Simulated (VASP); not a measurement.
## BeC2: single point with LDA

The system is BeC2.

```
Be C
1.0
    -1.77572    1.77572    2.32088
     1.77572   -1.77572    2.32088
     1.77572    1.77572   -2.32088
Be C
1 2
Direct
  0.00000 0.00000 0.00000
  0.63406 0.63406 0.00000
  0.36594 0.36594 0.00000
```

The cell comes from a database or a generator and needn't be the stable form of this composition.

| Quantity | Value |
| --- | --- |
| Program | VASP 6.6.1 |
| Task | single point |
| Functional | LDA |
| Potentials or basis | VASP PAW LDA potentials, release 64 (Be, C) |
| Cutoff | 520 eV |
| k mesh | 12 × 12 × 12 |
| Occupations | gaussian, width 0.02 eV |
| Spin | no spin polarisation |

* Pressure: 0.2 GPa
* Largest force: 0.125 eV/Å
* Band gap on the k mesh: 1.97 eV, indirect (least direct gap 2.75 eV)

Forces on the atoms (eV/Å):
```
Be   0.000  0.000  0.000
C    0.000  0.000  0.125
C    0.000  0.000 -0.125
```

Stress tensor (GPa, compression positive):
```
0.16 0.00 0.00
0.00 0.16 0.00
0.00 0.00 0.27
```

Levels at points of the mesh, in eV from the valence-band top:
```tsv
k point	band 3	band 4	band 5	band 6	band 7	band 8
(0.00, 0.00, 0.00)	-3.12	-0.03	-0.03	4.05	4.05	7.99
(0.50, 0.00, 0.00)	-3.44	-1.32	-0.79	3.11	3.59	9.48
(0.50, 0.50, 0.00)	-5.11	-3.41	-0.78	1.97	7.29	9.17
(0.50, 0.50, 0.50)	-3.35	-3.35	-2.04	6.69	7.01	8.61
```

Run time: 25 s on 1 thread of Intel(R) Xeon(R) Platinum 8559C (Emerald Rapids), on a shared host, peak memory 0.17 GiB.

Caveat: the standard files for N, O and F lose accuracy on very short bonds. A k mesh can miss the band edges.
